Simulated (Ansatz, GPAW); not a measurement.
# Ballistic transport through a Pb chain with one O atom in line, from relaxation to T(E), part 4 of 4

Aim: the conductance of a Pb chain with one O atom in line after relaxation, and whether geometry, basis or functional moves it most.

GPAW 26.7.0 and Ansatz 0.2.0; Ansatz plane waves; relaxation of the junction with the lead ends held (the session's first sound run).

So far, transmission at the Fermi level (one spin): step 3 (plane-wave reference (PBE)) 0.743; step 5 (single-zeta polarised basis, PBE, GPAW) 1.08; step 6 (minimal basis, PBE, GPAW) 1.20; step 7 (LDA in the dzp basis: xc = "LDA") 0.945; step 8 (the structure as built: geometry = "as built", PBE, GPAW) 1.53.

## (10) Comparison (continued)

Transmission, zone mean, sum over the listed spins against energy, zero at the Fermi level:

| energy (eV) | pw-pbe | dzp | szp | sz | dzp-LDA | asbuilt |
| --- | --- | --- | --- | --- | --- | --- |
| -2.000 | 0.0212 | 0.0259 | 0.0295 | 0.0376 | 0.0254 | 0.145 |
| -1.800 | 0.0259 | 0.0314 | 0.0371 | 0.0460 | 0.0306 | 0.193 |
| -1.600 | 0.0301 | 0.0368 | 0.0442 | 0.0543 | 0.0359 | 0.233 |
| -1.400 | 0.0361 | 0.0441 | 0.0536 | 0.0655 | 0.0435 | 0.267 |
| -1.200 | 0.0472 | 0.0574 | 0.0701 | 0.0856 | 0.0574 | 0.296 |
| -1.000 | 0.0730 | 0.0879 | 0.107 | 0.131 | 0.0894 | 0.321 |
| -0.800 | 0.175 | 0.199 | 0.232 | 0.305 | 0.206 | 0.342 |
| -0.700 | 0.568 | 0.529 | 0.524 | 0.701 | 0.527 | 0.352 |
| -0.600 | 0.377 | 0.430 | 0.512 | 0.551 | 0.438 | 0.802 |
| -0.400 | 0.402 | 0.472 | 0.581 | 0.691 | 0.484 | 1.21 |
| -0.200 | 0.569 | 0.688 | 0.859 | 0.971 | 0.723 | 1.44 |
| 0.000 | 0.743 | 0.895 | 1.08 | 1.20 | 0.945 | 1.53 |
| 0.200 | 0.853 | 1.02 | 1.22 | 1.34 | 1.08 | 1.44 |
| 0.400 | 0.988 | 1.17 | 1.37 | 1.47 | 1.23 | 1.33 |
| 0.600 | 1.12 | 1.30 | 1.51 | 1.58 | 1.36 | 1.25 |
| 0.725 | 1.15 | 1.34 | 1.55 | 1.62 | 1.40 | 1.22 |
| 0.750 | 1.15 | 1.34 | 1.55 | 1.62 | 1.40 | 1.21 |
| 0.775 | 1.14 | 1.34 | 1.56 | 1.63 | 1.40 | 1.21 |
| 0.800 | 1.13 | 1.34 | 1.55 | 1.63 | 1.39 | 1.20 |
| 1.000 | 0.982 | 1.17 | 1.43 | 1.53 | 1.23 | 1.14 |
| 1.200 | 0.825 | 0.908 | 1.11 | 1.19 | 0.956 | 1.08 |
| 1.400 | 0.717 | 0.751 | 0.838 | 0.847 | 0.784 | 1.02 |
| 1.600 | 0.721 | 0.695 | 0.710 | 0.677 | 0.721 | 0.969 |
| 1.800 | 0.749 | 0.691 | 0.664 | 0.609 | 0.714 | 0.920 |
| 2.000 | 0.800 | 0.717 | 0.663 | 0.591 | 0.738 | 0.861 |

## (11) K-points along the lead 2, smearing 0.05

The lead's own mesh along the current sets its density and potential; where the lead is aligned to the junction's end layer, a rigid shift drops out. Smearing helps the SCF of a metal converge, but it blurs occupations at band edges near the Fermi level.

This step: GPAW LCAO, PAW setups; Landauer transmission from Green's functions with principal layers (ASE), zero bias (GPAW 26.7.0).

The input, run.py:

```python
import json
import numpy as np
from ase import Atoms
from ase.transport.calculators import TransportCalculator
from gpaw import GPAW, FermiDirac
from gpaw.lcao.tools import get_lcao_hamiltonian
from scipy.linalg import eigh

# The junction with lead layers at both ends, along the third cell vector
device = Atoms(
    ['Pb', 'Pb', 'Pb', 'Pb', 'Pb', 'Pb', 'O', 'Pb', 'Pb', 'Pb', 'Pb', 'Pb', 'Pb'],
    positions=[
        [4.50000, 4.50000, 1.45000],
        [4.50000, 4.50000, 4.35000],
        [4.50000, 4.50000, 7.25000],
        [4.50000, 4.50000, 10.15000],
        [4.75726, 3.73812, 12.95226],
        [4.27180, 5.33636, 15.71051],
        [4.63364, 4.31706, 17.55756],
        [5.00336, 3.53525, 19.48628],
        [4.72700, 4.10662, 22.78360],
        [4.50000, 4.50000, 25.67020],
        [4.50000, 4.50000, 28.57020],
        [4.50000, 4.50000, 31.47020],
        [4.50000, 4.50000, 34.37020]],
    cell=[[9.0, 0.0, 0.0], [0.0, 9.0, 0.0], [0.0, 0.0, 35.8202]],
    pbc=True)

# One principal layer of the lead: the first 3 atoms of the device
lead = Atoms(
    ['Pb', 'Pb', 'Pb'],
    positions=[
        [4.50000, 4.50000, 1.45000],
        [4.50000, 4.50000, 4.35000],
        [4.50000, 4.50000, 7.25000]],
    cell=[[9.0, 0.0, 0.0], [0.0, 9.0, 0.0], [0.0, 0.0, 8.7]],
    pbc=True)

settings = dict(mode='lcao', basis='dzp', xc='PBE', h=0.18,
                occupations=FermiDirac(0.05), maxiter=250,
                mixer=dict(beta=0.1, nmaxold=8, weight=100.0),
                convergence=dict(density=0.0001))
energies = np.arange(-2, 2 + 1e-9, 0.025)
eta = 0.0001
n1, n2 = 1, 1
# k and -k transmit alike, so half of the mesh across the current serves
mesh = [(i, j) for i in range(n1) for j in range(n2) if (i, j) <= (-i % n1, -j % n2)]
weights = np.array([1 if (i, j) == (-i % n1, -j % n2) else 2 for i, j in mesh]) / (n1 * n2)

# [... helper functions left out ...]
fermi_lead = ground_state(lead, (1, 1, 2), 'lead.txt')
fermi_device = ground_state(device, (1, 1, 2), 'device.txt')
# [... loop over the mesh left out, but for ...]
        # Shift the lead onto the potential of the device's first layer
        shift = ((H[:, 0, 0] - H0[:, 0, 0]) / S0[0, 0]).real.mean()
# [...]
kT = 8.617333e-5 * 300
bias = [0.1, 0.2, 0.5, 1.0, 1.5, 2.0]
# [... integrals and printing left out ...]
```

Started as:

```bash
$ OMP_NUM_THREADS=1 OPENBLAS_NUM_THREADS=1 python run.py
```

The log of the run:

```text
basis functions: device 289, principal layer 69
Fermi level: lead -2.8077 eV, device -2.3986 eV; lead shifted by 0.0890 eV
largest coupling past the next layer 2.75e-08 eV, largest misfit of the first layer 0.199 eV
  E-E_F (eV)   T (one spin)  channels
    -2.000    2.0352e-02    1.0000
    -1.975    2.1562e-02    1.0000
    -1.950    2.2784e-02    1.0000
    -1.925    2.4015e-02    1.0000
    -1.900    2.5252e-02    1.0000
    -1.875    2.6491e-02    1.0000
    -1.850    2.7729e-02    1.0000
    -1.825    2.8964e-02    1.0000
    -1.800    3.0193e-02    1.0000
    -1.775    3.1413e-02    1.0000
    -1.750    3.2622e-02    1.0000
    -1.725    3.3820e-02    1.0000
    -1.700    3.5004e-02    1.0000
    -1.675    3.6174e-02    1.0000
    -1.650    3.7330e-02    1.0000
    -1.625    3.8473e-02    1.0000
[...]
1.825    7.0488e-01    3.0000
     1.850    7.0758e-01    3.0000
     1.875    7.1046e-01    3.0000
     1.900    7.1348e-01    3.0000
     1.925    7.1659e-01    3.0000
     1.950    7.1980e-01    3.0000
     1.975    7.2309e-01    3.0000
     2.000    7.2649e-01    3.0000
conductance at 300 K: 0.95445 G0 a cell; thermopower -16.31 uV/K
current from the zero-bias T(E) at 0.1 V: 7.3782 uA
current from the zero-bias T(E) at 0.2 V: 14.662 uA
current from the zero-bias T(E) at 0.5 V: 35.531 uA
current from the zero-bias T(E) at 1.0 V: 67.283 uA
current from the zero-bias T(E) at 1.5 V: 98.505 uA
current from the zero-bias T(E) at 2.0 V: 127.07 uA
```

Elapsed: 1.7 min, on 1 thread of Intel Xeon Platinum 8559C (Emerald Rapids), shared host; peak memory 1.7 GiB.

The run finished with changed settings (lead_nz = 2 and width = 0.05); it serves as a test.

Side by side:

| quantity | this run | sound run | difference |
| --- | --- | --- | --- |
| conductance (G₀) | 0.95445 | 0.89199 | 0.0625 |
| thermopower (μV/K) | -16.313 | -6.4686 | -9.84 |
| largest coupling past the next principal layer (eV) | 2.754e-8 | 2.756e-8 | -1.6e-11 |
| largest misfit of the first principal layer (eV) | 0.19882 | 0.046017 | 0.153 |
| shift that aligns the lead (eV) | 0.089022 | 0.012164 | 0.0769 |
| transmission at the Fermi level (one spin) | 0.96125 | 0.89460 | 0.0666 |

The two runs differ clearly in the largest misfit of the first principal layer: 0.199 eV against 0.0460 eV.

## (12) What came out

- conductance: 0.892 G₀
- transmission at the Fermi level, mean of the spins: 0.895
- thermopower: -6.47 μV/K

In the dzp basis the junction conducts 0.892 G₀ at 300 K, with T = 0.895 a spin at the Fermi level; no smaller basis tried comes within 10 % of that conductance. Relaxation moved atoms by up to 1.2 Å and took the conductance from 1.52 to 0.892 G₀, as a ratio a larger change than the step from dzp to the minimal basis. Plane waves (PBE) give T = 0.743 there. At the Fermi level the three most open eigenchannels pass 0.54, 0.31 and 0.044. The negative thermopower says that the thermally weighted transmission is larger above the Fermi level, as for electron-like transport. Measured against the first run (pw-pbe), the nearest curve is that of dzp (r.m.s. 0.11) and the farthest that of asbuilt (0.40). Over the compared runs wall time goes from 54 s (pw-pbe) to 106 s (dzp), on a shared host; the plane-wave run used 4 threads and the orbital runs 1. The leads kept an estimated spacing and the cell its length, so the junction may be under some tension or compression. Spin-orbit coupling is left out, which matters for the heavy atoms here. An evenly spaced straight chain is an idealisation: free chains tend to dimerise, zigzag or, where a band edge lies near the Fermi level, turn magnetic. The currents use the zero-bias T(E) throughout, which holds only while the bias is small against the distance to the nearest feature.

[Logs are printed without paths, hosts, clocks, repeated set-up lines and the standing remarks that a program may print on its own settings, such as how far it seeks lower states.]

[Hosts, paths, dates, database ids (printed as entryN), source tags and the programs' standing remarks are cut or masked in the printed files.]
